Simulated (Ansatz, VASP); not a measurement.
# Cross-check of Te2Mo (fluorite type (invented)) between VASP and Ansatz, part 2 of 2

Wanted: the spread between two codes on one cell, functional and k mesh. The cell is generated by rule, not measured, and may not be a known phase. The cell is taken from a series of runs on this material, whose earlier steps may have relaxed, scaled, displaced or heated it; both programs get it as it stands.

VASP 6.6.1 and Ansatz 0.2.0.

So far: The starting structure; VASP: relaxation of cell and atoms, PBEsol.

## (3) Ansatz: relaxation of cell and atoms, PBEsol

Level of this step: Ansatz beside VASP: Kohn-Sham DFT, plane waves, PBEsol (Ansatz).

Ansatz runs on its default PAW (the set named soft_2) files.

The same cell, functional, mesh and smearing now go to Ansatz, which takes its cutoff from its data sets.

input.yaml reads:

```yaml
crystal:
  lattice:
    - [0.0, 3.2799219842, 3.2799219842]
    - [3.2799219842, 0.0, 3.2799219842]
    - [3.2799219842, 3.2799219842, 0.0]
  atoms:
    - { symbol: Mo, position: [0.0, 0.0, 0.0] }
    - { symbol: Te, position: [0.25, 0.25, 0.25] }
    - { symbol: Te, position: [0.75, 0.75, 0.75] }
kpoints:
  mp_grid: { grid: [12, 12, 12] }
hamiltonian:
  xc: pbesol
scf:
  occupations: { method: gaussian, width: 0.1 }
output:
  forces: true
  stress: true
  eigenvalues: true
  write_density: true
  write_potential: true
  elf: true
  volumetric_format: npy
relax:
  adjacent_minimum: "off"
  f_tol: 0.005
  max_steps: 80
  cell: { stress_tol: 0.05 }
```

Run with:

```bash
$ ansatz run input.yaml --threads 2 --pin off --max-ram 5120MiB --backend cpu --events-out ev --progress --plain --runs-dir out
```

Numbers of over 12 decimals in the logs are rounded to 6 here.

The log of the run:

```text
Engine: ansatz 0.2.0, aarch64-unknown-linux-gnu
Pseudopotentials: kind: paw
Pseudopotential: Mo, paw, valence charge 14, recommended cutoff 420 eV (normal), Mo.paw.azcp
Pseudopotential: Te, paw, valence charge 16, recommended cutoff 420 eV (normal), Te.paw.azcp
Functional definition: PBEsol
  exchange = pbesol_x
  correlation = pbesol_c
Crystal: 3 atoms, lattice volume = 70.570 Å³
Basis set: ecut = 420 eV, 1411 PW (Γ), exchange–correlation on 64×64×64 points (8 copies of the dense FFT grid, shifted against one another)
Bands: 28, of which v1, the nominal top of the filled ones, is band 23 counted from 1 (22 counted from 0)
Symmetry: 48 space group operations
Space group: Fm-3m (ITA 225), of the structure as read, at distance tolerance 4.1e-5 Å
k-points: 72 of 1728
Non-local potential: Mo, projectors of the file, l = 0: 3, l = 1: 2, l = 2: 2, l = 3: 1
Non-local potential: Te, projectors of the file, l = 0: 2, l = 1: 2, l = 2: 2, l = 3: 2
PAW form: soft (Blöchl's): semilocal exchange-correlation on the pseudo side does not see the compensation charge
PAW frozen core: Mo, regenerated for the run's functional, and the local potential with it (the file was generated under x = pbe(κ = 0.804, μ = 0.219515), c = pbe(β = 0.066725))
PAW frozen core: Te, regenerated for the run's functional, and the local potential with it (the file was generated under x = pbe(κ = 0.804, μ = 0.219515), c = pbe(β = 0.066725))
PAW one-centre angular grid: Mo, 590 points (default); XC on 64 Gauss nodes
PAW one-centre angular grid: Te, 590 points (default); XC on 64 Gauss nodes
Initial density: superposition of atomic densities (neutral atoms: chi_scale 0, normalization atom), corrected by the library's trained network
Initial wavefunctions: pseudopotential atomic-orbital guess
Functional: x = pbesol(κ = 0.804, μ = 0.123457), c = pbesol(β = 0.046)
SCF iter   1: F=—  HF=-18699.866396 eV  |F-HF|=—  |Δ(HF+E_count)|=         —  Δρ=4.54e-3  dr2=9.88e-3  ethr=1.77e-3  ⟨swp⟩=5.8  Hψ=8362  notcnv=0
preconditioner: auto → LDOS  [metal: Δε(μ)=0.017 eV  Ē_g=7.446 eV  σ=0.100 eV  W_gap=0.09  n_scr=14 (ndim 8)  ℏωp=18.8 eV  f_vac=0.039  D(μ)=4.54/eV (n_scr^D=58)  β→1.0]
SCF iter   2: F=—  HF=-18699.868106 eV  |F-HF|=—  |Δ(HF+E_count)|=   1.71e-3  Δρ=1.27e-3  dr2=1.27e-3  ethr=2.15e-5  ⟨swp⟩=2.0  Hψ=3499  notcnv=0  defer=15
SCF iter   3: F=—  HF=-18699.868189 eV  |F-HF|=—  |Δ(HF+E_count)|=   8.28e-5  Δρ=4.01e-4  dr2=1.15e-4  ethr=2.76e-6  ⟨swp⟩=3.0  Hψ=3607  notcnv=0  defer=15
SCF iter   4: F=—  HF=-18699.868181 eV  |F-HF|=—  |Δ(HF+E_count)|=   8.05e-6  Δρ=1.28e-4  dr2=9.94e-6  ethr=2.50e-7  ⟨swp⟩=2.0  Hψ=3525  notcnv=0  defer=15
SCF iter   5: F=—  HF=-18699.868173 eV  |F-HF|=—  |Δ(HF+E_count)|=   7.45e-6  Δρ=3.34e-5  dr2=1.34e-6  ethr=2.16e-8  ⟨swp⟩=2.0  Hψ=3584  notcnv=0  defer=15
SCF iter   6: F=-18699.868173 eV  HF=-18699.868173 eV  |F-HF|=1.43e-9  |Δ(HF+E_count)|=   9.92e-8  Δρ=5.40e-6  dr2=1.54e-8  ethr=2.17e-10  ⟨swp⟩=9.8  Hψ=14294  notcnv=0
SCF 1 converged in 6 iterations: F = -18699.868173 eV  dr2 = 1.54e-8
  greatest PAW one-centre occupation: 0.999 electrons in one spin orbital (limit 2), on the Mo atom at site 0 (counted from 0), in its partial waves of l = 0
relax step   1: F+E_penalty+E_count = -18699.86817311 eV  Δ(F+E_penalty+E_count) = +0.000e0 eV  max|allowed force component| = 2.795e-18 eV/Å  Δτ_max = 0.0000 Å  P = +0.017 GPa  Ω = 70.570 Å³  (6 SCF iters, dr2 threshold 1.00e-7 eV, accepted)
Initial density: handed on by an earlier stage of this run
Initial wavefunctions: pseudopotential atomic-orbital guess (no wavefunctions were taken with the density)
iter 1 solved again at ethr=2.05e-8 eV; its pass at ethr=3.10e-3 eV (dr2=9.41e-6 eV) is discarded
SCF iter   1: F=—  HF=-18699.868176 eV  |F-HF|=—  |Δ(HF+E_count)|=         —  Δρ=5.42e-6  dr2=1.49e-8  ethr=2.05e-8  ⟨swp⟩=4.2  Hψ=14862  notcnv=0
preconditioner: auto → LDOS  [metal: Δε(μ)=0.014 eV  Ē_g=7.450 eV  σ=0.100 eV  W_gap=0.08  n_scr=14 (ndim 8)  ℏωp=18.8 eV  f_vac=0.035  D(μ)=4.54/eV (n_scr^D=58)  β→1.0]
SCF iter   2: F=—  HF=-18699.868173 eV  |F-HF|=—  |Δ(HF+E_count)|=   3.13e-6  Δρ=2.78e-6  dr2=9.50e-9  ethr=3.24e-11  ⟨swp⟩=2.3  Hψ=3717  notcnv=0
SCF iter   3: F=—  HF=-18699.868173 eV  |F-HF|=—  |Δ(HF+E_count)|=   1.30e-9  Δρ=8.05e-7  dr2=4.82e-10  ethr=2.06e-11  ⟨swp⟩=2.3  Hψ=2756  notcnv=0
SCF iter   4: F=-18699.868173 eV  HF=-18699.868173 eV  |F-HF|=2.18e-11  |Δ(HF+E_count)|=  1.46e-11  Δρ=1.39e-7  dr2=1.83e-11  ethr=1.00e-12  ⟨swp⟩=6.0  Hψ=11337  notcnv=0
SCF 2 converged in 4 iterations: F = -18699.868173 eV  dr2 = 1.83e-11
relax step   2: F+E_penalty+E_count = -18699.86817311 eV  Δ(F+E_penalty+E_count) = -2.208e-9 eV  max|allowed force component| = 5.782e-19 eV/Å  Δτ_max = 0.0000 Å  P = +0.017 GPa  Ω = 70.570 Å³  stress off target by 1.66e-2 GPa  SCF on the basis re-selected at this cell (its energy is not comparable with the rows above)  (4 SCF iters)
basis re-selected at this cell: Δ(F+E_penalty+E_count) = -2.208e-9 eV, ΔP = -0.000 GPa vs the last step (what re-selecting the basis moved, of the pressure what is left beyond the Pulay correction that the steps carried, after the strain that the cell walked since its last selection, with what the two solves' SCF thresholds leave and, on support functions, any second-order correction that the steps lacked; it is no m [...]
SCF converged after 4 iterations
Free energy (F): -18699.868173 eV
Harris-Foulkes:  -18699.868173 eV  (|F-HF|=2.18e-11)
Internal energy: -18699.845490 eV  (E = F + TS)
E sigma→0 (E₀):  -18699.856832 eV
Entropy (-TS):   -0.022683 eV (-7.561 meV/atom)
Fermi energy:    13.699333 eV
--- Per-component energies (eV) ---
  E_band       = -525.911007
  E_kinetic    = 807.483943
  E_local      = -3142.746578  (includes V_loc(G=0)·N_el)
  E_nonlocal   = -468.575029
  E_hartree    = 1812.163927
  E_xc         = -430.576501
  E_vxc        = -438.791133  (∫ρ·V_xc dr)
  E_paw        = -12314.772351  (= ΣΔE_a)
  E_vpaw       = -907.609725  (= ΣTr[D̂ρ^β])
  E_aug_tail   = -0.000369  (compensation charges beyond the density's cutoff)
  E_ewald      = -4963.781460
  E_core_change = 0.958930  (= ΣΔE_core)
  E_smearing   = -0.022683  (= −TS)
  E_closure    = 0.000000  (closes the sum)
  Σ components = -18699.868173   (vs F -18699.868173, Δ=0.00e0)
--- Forces (eV/Å), atoms counted from 1 ---
  atom   1  Mo    -0.00000000     0.00000000     0.00000000
  atom   2  Te     0.00000000    -0.00000000    -0.00000000
  atom   3  Te     0.00000000     0.00000000    -0.00000000
  max |Σ_I F_I| component: 1.73e-18 eV/Å
--- Stress (GPa, compression-positive) ---
        0.016631       0.000000       0.000000
       -0.000000       0.016631       0.000000
       -0.000000      -0.000000       0.016631
  P = ⅓ Tr σ = 0.0166 GPa (0.166 kbar)
--- Band table (eV; the first three rows and the last of 72) ---
  k-point 0: bands = [... 19 lower, 12.9441, 12.9441, 13.9659, 13.9659, 13.9659, 17.1356, 17.1356, 17.1356, ... 1 higher]
  k-point 1: bands = [... 19 lower, 12.6861, 12.6861, 13.6393, 14.1300, 14.1300, 16.2033, 16.7314, 16.7314, ... 1 higher]
  k-point 2: bands = [... 19 lower, 12.2269, 12.2269, 12.8647, 14.2289, 14.2289, 15.4833, 16.5665, 16.5665, ... 1 higher]
  k-point 71: bands = [... 19 lower, 10.5623, 12.0077, 13.3762, 13.9190, 15.4901, 15.4901, 15.6863, 18.4042, ... 1 higher]
--- Relaxed structure (1 steps of the walk, 1 accepted, 1 SCFs on fresh bases) ---
  F+E_penalty+E_count = -18699.86817311 eV   max|allowed force component| = 5.782e-19 eV/Å   (the final SCF, on the basis selected at the relaxed cell)
  cell:  # Å, volume = 70.5701 Å³
    - [0.0, 3.2799219842, 3.2799219842]
    - [3.2799219842, 0.0, 3.2799219842]
    - [3.2799219842, 3.2799219842, 0.0]
  atoms:
    - { symbol: Mo, position: [0.0, 0.0, 0.0] }
    - { symbol: Te, position: [0.25, 0.25, 0.25] }
    - { symbol: Te, position: [0.75, 0.75, 0.75] }
```

The column dr2 measures how far the density is from self-consistency, as an energy; F and HF (Harris–Foulkes) agree once it is small.

## (4) Side by side

Known differences besides the potentials themselves: the data sets hold 46 valence electrons in Ansatz (on its default PAW (the set named soft_2) files) and 26 in VASP; the cutoff is 420 eV in Ansatz and 500 eV in VASP; Ansatz makes its cores anew for this functional, VASP keeps those of its PBE data sets; Ansatz adds a Pulay correction to the stress that steers its cell, VASP none. Total energies have different zeros and are not compared.

The two programs side by side:

```csv
quantity,Ansatz,VASP,difference
volume (Å³),70.57,70.64,-0.10 %
"edge a after relaxation, in the typed setting (Å)",4.638,4.640,-0.03 %
```

## (5) What came out

```json
{"difference in volume (relaxation of cell and atoms, PBEsol)": "-0.10 %"}
```

The difference in volume is -0.10 % (relaxation of cell and atoms, PBEsol), within the 1.2 % picked in this series as the mark of a large difference, as far as the stopping tolerances let one tell. The data sets hold unlike numbers of valence electrons (46 in Ansatz and 26 in VASP), so part of the differences comes from the potentials. 1 further run of this series is not shown here. Such differences can come from data sets, numerical settings and the points named under the comparisons, not from the functional's error against experiment.

[Lines on the potential files, build, host, timing and source positions are cut from VASP's logs without a mark.]

[Logs are printed without paths, hosts, clocks, repeated set-up lines and the standing remarks that a program may print on its own settings, such as how far it seeks lower states.]

[Hosts, paths, dates, database ids (printed as entryN), source tags and the programs' standing remarks are cut or masked in the printed files.]
